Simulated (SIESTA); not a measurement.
Crystal: Ir.

```
Ir
1.0
     2.75138    0.00000    0.00000
    -1.37569    2.38276    0.00000
     0.00000    0.00000    4.46229
Ir
2
Direct
  0.33333 0.66667 0.25000
  0.66667 0.33333 0.75000
```

This isn't the form of Ir at room conditions, which is fcc.

```yaml
Program: SIESTA 5.4.2
Task: single point
Functional: PBEsol
Potentials_or_basis: PseudoDojo 0.4 standard (PBE files)
Basis: DZP (energy shift 0.003 Ry; two zetas on semicore shells)
Grid_cutoff: 800 Ry
Energy_shift: 0.003 Ry
k_mesh: 11 × 11 × 6
Occupations: fermi-dirac, width 0.05 eV
Spin: no spin polarisation
```

On this cell: pressure -8.7 GPa; largest force under 0.003 eV/Å; band gap on the k mesh none (metal or under the smearing width).

The same run follows on a disturbed copy (atoms moved at random, drawn with an rms of 0.05 Å):

```
Ir
1.0
     2.75138    0.00000    0.00000
    -1.37569    2.38276    0.00000
     0.00000    0.00000    4.46229
Ir
2
Direct
  0.34445 0.66132 0.25713
  0.64903 0.34504 0.74650
```

Problem. What does the disturbed cell give?

Solution. The energy (extrapolated to zero smearing) moves by +22.3 meV/atom; pressure -7.7 GPa; largest force 0.898 eV/Å; band gap on the k mesh none (metal or under the smearing width).

Forces in eV/Å, atoms in the order of the input:
```
Ir  -0.494  0.201 -0.722
Ir   0.494 -0.200  0.720
```

Stress tensor (GPa, compression positive):
```
-7.73 -1.47  1.17
-1.47 -9.02 -0.52
 1.17 -0.52 -6.22
```

Caveats: the potentials were made for another functional, which shifts forces and pressure; short orbitals over semicore shells can move pressures by several GPa; the valence orbitals were made in a potential fitted to the semicore shell under them, which widens gaps by tenths of an eV or more; the basis of atomic orbitals isn't converged, which shifts pressures, moduli and gaps.
